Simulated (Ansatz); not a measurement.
Rocksalt KI, relaxed with r2SCAN in the plane-wave code Ansatz. The symmetry is Fm-3m (No. 225, cubic); conventional cell a = 7.089 Å, 44.52 Å³ an atom. K has 6 I at 3.54 Å; I has 6 K at 3.54 Å.

The axes x, y and z are those of this cell:
```yaml
crystal:
  lattice:
    - [0.00000, 3.54429, 3.54429]
    - [3.54429, 0.00000, 3.54429]
    - [3.54429, 3.54429, 0.00000]
  atoms:
    - { symbol: K, position: [0.00000, 0.00000, 0.00000] }
    - { symbol: I, position: [0.50000, 0.50000, 0.50000] }
```

Unstrained: With PBE the gap is 3.944 eV and direct, at Γ. With r2SCAN the gap is 4.586 eV and direct, at Γ. The HSE06 gap is direct at Γ: 4.941 eV. Meshes: PBE 6×6×6, r2SCAN 6×6×6, HSE06 4×4×4. Strains are changes of length per length, and xy shears are angles. After each strain the atoms were relaxed again with r2SCAN within the symmetry that the strain leaves, so tilts or polar shifts that break it weren't tested; points keep the names that they have in the unstrained zone. No spin polarisation and no zero-point or thermal motion.

Question: Estimate what xy shear, engineering strain (angle) +5.31 % does to the gap.

Answer: PBE: the gap goes from 3.944 to 3.864 eV (-0.080 eV); with r2SCAN the top three valence levels at Γ, degenerate before, become 1+1+1 from the top over 140 meV. r2SCAN: the gap goes from 4.586 to 4.502 eV (-0.084 eV). HSE06: the gap goes from 4.941 to 4.857 eV (-0.084 eV). The r2SCAN energy rises by 1.6 meV an atom.

Question: Estimate what uniaxial +1.63 % along z, other directions held does to the gap.

Answer: PBE: the gap goes from 3.944 to 3.906 eV (-0.038 eV). r2SCAN: the gap goes from 4.586 to 4.543 eV (-0.043 eV). HSE06: the gap goes from 4.941 to 4.900 eV (-0.041 eV). The r2SCAN energy rises by 1.0 meV an atom.

Question: Estimate what biaxial +1.42 % in x and y, z held does to the gap.

Answer: PBE: the gap goes from 3.944 to 3.880 eV (-0.064 eV). r2SCAN: the gap goes from 4.586 to 4.514 eV (-0.072 eV). HSE06: the gap goes from 4.941 to 4.871 eV (-0.070 eV). The r2SCAN energy rises by 1.6 meV an atom.

Spin-orbit coupling is left out, which matters wherever the heavy atoms make up the band edges.

The meshes of the hybrids are coarse, so their gaps aren't converged to the digits shown.

The splittings at Γ are without spin-orbit coupling, which regroups them where it is of like size or larger.
